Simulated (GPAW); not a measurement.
# CoO (R3m) in GPAW: notebook, part 2 of 2

GPAW 26.7.0. Earlier steps stand in the parts before.

### 3 Single point, PBEsol, collinear spin, ferromagnetic start

Input file run.py:

```python
from ase import Atoms
from ase.dft.bandgap import bandgap
from ase.io import write
from ase.units import GPa
from gpaw import GPAW, PW, setup_paths

setup_paths.insert(0, '.')

atoms = Atoms(['Co', 'Co', 'O', 'O'],
              cell=[[3.2044396834, 1.8500841138, 5.1329417806],
                    [-1.6022198417, 0.9250420569, 2.5664708903],
                    [0.0, -1.8500841138, 2.5664708903]],
              scaled_positions=[[0.49948916, 0.99897832, 0.99897832],
                                [0.99948916, 0.99897832, 0.99897832],
                                [0.375510515, 0.75102103, 0.75102103],
                                [0.875510515, 0.75102103, 0.75102103]],
              pbc=True)
atoms.set_initial_magnetic_moments([2.0, 2.0, 0.0, 0.0])

calc = GPAW(mode=PW(800),
            xc='PBEsol',
            kpts={'size': (4, 7, 7), 'gamma': True},
            occupations={'name': 'fermi-dirac', 'width': 0.05},
            nbands=30,
            convergence={'density': 1e-05, 'energy': 1e-05},
            maxiter=150,
            txt='gpaw.txt')
atoms.calc = calc
energy = atoms.get_potential_energy()
forces = atoms.get_forces()
stress = atoms.get_stress()
calc.write('gs.gpw')
write('result.traj', atoms)
print(f'Energy: {energy:.6f} eV')
print('Forces (eV/A):')
print(forces.round(4))
print('Stress (GPa):', (stress / GPa).round(3))
print('Moments:', calc.get_magnetic_moments().round(3))
print('Fermi level:', round(calc.get_fermi_level(), 4), 'eV')
print(f'Gap: {bandgap(calc)[0]:.4f} eV, direct: {bandgap(calc, direct=True)[0]:.4f} eV')
```

Potentials or basis: PAW data sets generated in the run's folder for this functional, pw.

Launch:

```sh
$ gpaw-setup -f PBEsol Co O
$ OMP_NUM_THREADS=1 python run.py
```

gpaw.txt:

```text
__  _  _
 | _ |_)|_||  |
 |__||  | ||/\| - 26.7.0

Input parameters:
  mode=PW(ecut=800.0),
  convergence={'density': 1e-05, 'energy': 1e-05},
  kpts=MonkhorstPack(size=(4, 7, 7), gamma=True),
  maxiter=150,
  nbands=30,
  occupations=Occupations(name='fermi-dirac', width=0.05),
  xc=XC(name='PBEsol')

Diagonalizing LCAO Hamiltonian
Converting LCAO to pw mode

            Co

            O
       Co

       O

Atoms  # Å, Bohr magnetons
|   | symbol |         x |        y |         z |    initial magnetic moments |
|---|--------|-----------|----------|-----------|-----------------------------|
| 0 |     Co | -0.000000 | 0.000000 |  7.691546 | ( 0.0000,  0.0000,  2.0000) |
| 1 |     Co |  1.602220 | 0.925042 | 10.258017 | ( 0.0000,  0.0000,  2.0000) |
| 2 |      O | -0.000000 | 0.000000 |  5.782421 | ( 0.0000,  0.0000,  0.0000) |
| 3 |      O |  1.602220 | 0.925042 |  8.348892 | ( 0.0000,  0.0000,  0.0000) |

Unit cell  # Å
| periodic |         x |         y |        z |  lengths |    angles |
|----------|-----------|-----------|----------|----------|-----------|
|      yes |  3.204440 |  1.850084 | 5.132942 | 6.327585 | 60.851823 |
|      yes | -1.602220 |  0.925042 | 2.566471 | 3.163793 | 60.851823 |
|      yes |  0.000000 | -1.850084 | 2.566471 | 3.163793 | 60.851823 |

Number of symmetries: 2
Symmetry operations  # r_c * U_cc + t_c -> r_c
|   | kind |            matrix            |
|---|------|------------------------------|
| 0 |  E   |  1, 0, 0,  0, 1, 0,  0, 0, 1 |
| 1 |  σ   |  1, 0, 0,  0, 0, 1,  0, 1, 0 |

[... 150 lines left out ...]
|iter:  17| |  -31.246576c| -8.02c| -5.06c|  +5.5672|

Converged in 17 steps
Energy contributions relative to reference atoms: (reference = -79805.654857)

Energy contributions:
  Kinetic:          46.293361
  Coulomb:         -42.743455
  Zero:              0.265276
  External:          0.000000
  Xc:              -35.042035
  Entropy:          -0.039446
  Spinorbit:         0.000000
  ----------------------------
  Free energy:     -31.266299
  Extrapolated:    -31.246576

dipole moment: (0.000242, 0.000140, 45.074269)  # |e|*Ang

Total magnetic moment: (0.000000, 0.000000, 5.567247)

Local magnetic moments
|        x |        y |        z |
|----------|----------|----------|
| 0.000000 | 0.000000 | 2.343606 |  # Co   0
| 0.000000 | 0.000000 | 2.343616 |  # Co   1
| 0.000000 | 0.000000 | 0.238916 |  # O    2
| 0.000000 | 0.000000 | 0.238917 |  # O    3

Fermi level: 6.581
Eigenvalues  # (at kpt = [0.000, 0.000, 0.000])
| band index |      eig [eV] | occ [0-1] |      eig [eV] | occ [0-1] |
|------------|---------------|-----------|---------------|-----------|
|          0 |       -13.472 |     1.000 |       -12.931 |     1.000 |
|        ... |               |           |               |           |
|          6 |         0.662 |     1.000 |         1.705 |     1.000 |
|          7 |         0.665 |     1.000 |         1.726 |     1.000 |
|          8 |         4.097 |     1.000 |         6.144 |     1.000 |
|          9 |         4.252 |     1.000 |         6.144 |     1.000 |
|         10 |         4.257 |     1.000 |         6.345 |     0.991 |
|         11 |         4.337 |     1.000 |         6.361 |     0.988 |
[... 8 lines left out ...]
|         20 |        13.373 |     0.000 |        14.106 |     0.000 |
|         21 |        19.905 |     0.000 |        20.555 |     0.000 |
|        ... |               |           |               |           |
|         29 |        26.517 |     0.000 |        27.051 |     0.000 |

No gap
No difference between direct/indirect transitions

Forces  # eV/Ang
|        x |        y |        z |
|----------|----------|----------|
| -0.01000 | -0.00577 |  0.25726 |  # Co   0
| -0.00998 | -0.00576 |  0.25726 |  # Co   1
|  0.00996 |  0.00575 | -0.25725 |  # O    2
|  0.01001 |  0.00578 | -0.25723 |  # O    3

Stress tensor  # eV/Ang^3
|         x |         y |         z |
|-----------|-----------|-----------|
|  0.052792 | -0.000492 | -0.000378 |
| -0.000492 |  0.053361 | -0.000218 |
| -0.000378 | -0.000218 |  0.019653 |

# Writing to gs.gpw (mode='')
```

stdout:

```text
Energy: -31.246576 eV
Forces (eV/A):
[[-0.01   -0.0058  0.2573]
 [-0.01   -0.0058  0.2573]
 [ 0.01    0.0058 -0.2572]
 [ 0.01    0.0058 -0.2572]]
Stress (GPa): [ 8.458  8.549  3.149 -0.035 -0.061 -0.079]
Moments: [2.344 2.344 0.239 0.239]
Fermi level: 6.5812 eV
Gap: 0.0000 eV, direct: 0.0000 eV
```

Run time: 2 min. Hardware: 1 thread of AMD EPYC 9R45 (Zen 5), shared host; peak memory 0.34 GiB.

Results:

```
Free energy            : -31.2663 eV
Pressure               : -6.7 GPa
Largest force          : 0.258 eV/Å
Band gap on the k mesh : none (metal or under the smearing width)
Net moment             : 5.57 μB per cell
Site moments           : Co +2.34; O +0.24 μB
```

Forces in eV/Å, atoms in the order of the input:
```
Co  -0.010 -0.006  0.257
Co  -0.010 -0.006  0.257
O    0.010  0.006 -0.257
O    0.010  0.006 -0.257
```

Caveat: semilocal functionals often make such compounds metallic where correlation or magnetic order opens a gap, which also shifts bond lengths.

### 4 Single point, PBEsol, collinear spin, antiferromagnetic start

Edit run.py of step 3 so:

```diff
@@ -17,3 +17,3 @@
               pbc=True)
-atoms.set_initial_magnetic_moments([2.0, 2.0, 0.0, 0.0])
+atoms.set_initial_magnetic_moments([2.0, -2.0, 0.0, 0.0])
```

Launch:

```sh
$ gpaw-setup -f PBEsol Co O
$ OMP_NUM_THREADS=1 python run.py
```

Wall time 2 min (1 thread of AMD EPYC 9R45 (Zen 5), shared host); peak memory 0.34 GiB.

Results (log left out):

| Property | Result |
| --- | --- |
| Free energy | -31.3430 eV |
| Pressure | -8.5 GPa |
| Largest force | 0.515 eV/Å |
| Band gap on the k mesh | none (metal or under the smearing width) |
| Net moment | 0.00 μB per cell |
| Site moments | Co +2.13, -2.13; O +0.12, -0.12 μB |

Forces in eV/Å, atoms in the order of the input:
```
Co   0.271  0.157  0.408
Co   0.271  0.157  0.408
O   -0.271 -0.157 -0.408
O   -0.271 -0.157 -0.408
```

Stress tensor (GPa, compression positive):
```
-12.14  -2.20  -1.77
 -2.20  -9.61  -1.02
 -1.77  -1.02  -3.79
```

Levels at points of the mesh, in eV from the Fermi level:
Spin up:
```csv
k point,band 13,band 14,band 15,band 16,band 17,band 18
"(0.00, 0.00, 0.00)",-0.83,-0.14,-0.11,0.00,1.55,1.93
"(0.50, 0.00, 0.00)",-1.02,0.13,0.18,0.86,1.91,1.97
```
Spin down:
```tsv
k point	band 11	band 12	band 13	band 14	band 15	band 16	band 17	band 18	band 19	band 20
(0.00, 0.00, 0.00)	-1.74	-0.85	-0.83	-0.14	-0.11	0.00	1.55	1.93	2.01	5.53
(0.50, 0.00, 0.00)	-1.36	-1.05	-1.02	0.13	0.18	0.86	1.91	1.97	2.37	2.73
```

Caveat: semilocal functionals often make such compounds metallic where correlation or magnetic order opens a gap, which also shifts bond lengths. With open d or f shells a metallic result of PBEsol can be an artefact of self-interaction; +U or a hybrid may open a gap.

### 5 Single point, PBEsol, collinear spin, ferromagnetic start

Edit run.py of step 4 so:

```diff
@@ -17,3 +17,3 @@
               pbc=True)
-atoms.set_initial_magnetic_moments([2.0, -2.0, 0.0, 0.0])
+atoms.set_initial_magnetic_moments([3.5, 3.5, 0.0, 0.0])
```

Launch:

```sh
$ gpaw-setup -f PBEsol Co O
$ OMP_NUM_THREADS=1 python run.py
```

Run time: 2.9 min. Hardware: 1 thread of AMD EPYC 9R45 (Zen 5), shared host; peak memory 0.34 GiB.

It converged, with:

```
Free energy            : -31.2663 eV
Pressure               : -6.7 GPa
Largest force          : 0.258 eV/Å
Band gap on the k mesh : none (metal or under the smearing width)
Net moment             : 5.57 μB per cell
Site moments           : Co +2.34; O +0.24 μB
```

Forces on the atoms (eV/Å):
```
Co  -0.010 -0.006  0.257
Co  -0.010 -0.006  0.257
O    0.010  0.006 -0.257
O    0.010  0.006 -0.257
```

Stress tensor (GPa, compression positive):
```
-8.46  0.08  0.06
 0.08 -8.55  0.03
 0.06  0.03 -3.15
```

Levels at points of the mesh, in eV from the Fermi level:
Spin up:
```
           k point  band 16  band 17  band 18  band 19  band 20  band 21
(0.00, 0.00, 0.00)    -0.02     0.27     0.27     0.42     5.51     6.79
(0.50, 0.00, 0.00)    -0.06     0.03     0.03     2.48     2.48    10.04
```
Spin down:
```csv
k point,band 9,band 10,band 11,band 12,band 13,band 14,band 15,band 16
"(0.00, 0.00, 0.00)",-0.44,-0.44,-0.24,-0.22,0.15,0.46,1.66,1.70
"(0.50, 0.00, 0.00)",-0.45,-0.45,-0.45,-0.45,1.18,1.18,2.20,2.20
```

Caveat: semilocal functionals often make such compounds metallic where correlation or magnetic order opens a gap, which also shifts bond lengths. With open d or f shells a metallic result of PBEsol can be an artefact of self-interaction; +U or a hybrid may open a gap.

### 6 Single point, PBEsol, collinear spin, antiferromagnetic start

Edit run.py of step 5 so:

```diff
@@ -17,3 +17,3 @@
               pbc=True)
-atoms.set_initial_magnetic_moments([3.5, 3.5, 0.0, 0.0])
+atoms.set_initial_magnetic_moments([3.5, -3.5, 0.0, 0.0])
```

Potentials or basis: PAW data sets generated in the run's folder for this functional, pw.

Launch:

```sh
$ gpaw-setup -f PBEsol Co O
$ OMP_NUM_THREADS=1 python run.py
```

Wall time 1.9 min (1 thread of AMD EPYC 9R45 (Zen 5), shared host); peak memory 0.34 GiB.

It converged, with:

```yaml
Free_energy: -31.3430 eV
Pressure: -8.5 GPa
Largest_force: 0.515 eV/Å
Band_gap_on_the_k_mesh: none (metal or under the smearing width)
Net_moment: 0.00 μB per cell
Site_moments: Co +2.13, -2.13; O +0.12, -0.12 μB
```

Forces on the atoms (eV/Å):
```
Co   0.271  0.157  0.408
Co   0.271  0.157  0.408
O   -0.271 -0.157 -0.408
O   -0.271 -0.157 -0.408
```

Stress tensor (GPa, compression positive):
```
-12.14  -2.20  -1.77
 -2.20  -9.60  -1.02
 -1.77  -1.02  -3.79
```

Levels at points of the mesh, in eV from the Fermi level:
Spin up:
| k point | band 13 | band 14 | band 15 | band 16 | band 17 | band 18 |
| --- | --- | --- | --- | --- | --- | --- |
| (0.00, 0.00, 0.00) | -0.83 | -0.14 | -0.11 | 0.00 | 1.55 | 1.93 |
| (0.50, 0.00, 0.00) | -1.02 | 0.13 | 0.18 | 0.86 | 1.91 | 1.97 |
Spin down:
```tsv
k point	band 11	band 12	band 13	band 14	band 15	band 16	band 17	band 18	band 19	band 20
(0.00, 0.00, 0.00)	-1.74	-0.85	-0.83	-0.14	-0.11	0.00	1.55	1.93	2.01	5.53
(0.50, 0.00, 0.00)	-1.36	-1.05	-1.02	0.13	0.18	0.86	1.91	1.97	2.37	2.73
```

Caveat: semilocal functionals often make such compounds metallic where correlation or magnetic order opens a gap, which also shifts bond lengths. With open d or f shells a metallic result of PBEsol can be an artefact of self-interaction; +U or a hybrid may open a gap.

### 7 The runs side by side

```csv
spin,gap on the mesh (eV),pressure (GPa),moment (μB),largest force (eV/Å)
off,none,-20.5,-,0.20
"collinear, ferromagnetic start",none,-6.7,5.57,0.26
"collinear, antiferromagnetic start",none,-8.5,0.00,0.51
```

Alike in all rows: task single point; level PBEsol; potentials or basis PAW data sets generated in the run's folder for this functional, pw; cell as given; k mesh 4 × 7 × 7; cutoff (eV) 800; smearing fermi-dirac 0.05 eV.

Every run on the cell as given and a fine mesh finds a metal.

Caveats: semilocal functionals often make such compounds metallic where correlation or magnetic order opens a gap, which also shifts bond lengths.

Total energies depend on the potentials used, so only differences within one code and one set of settings carry meaning.
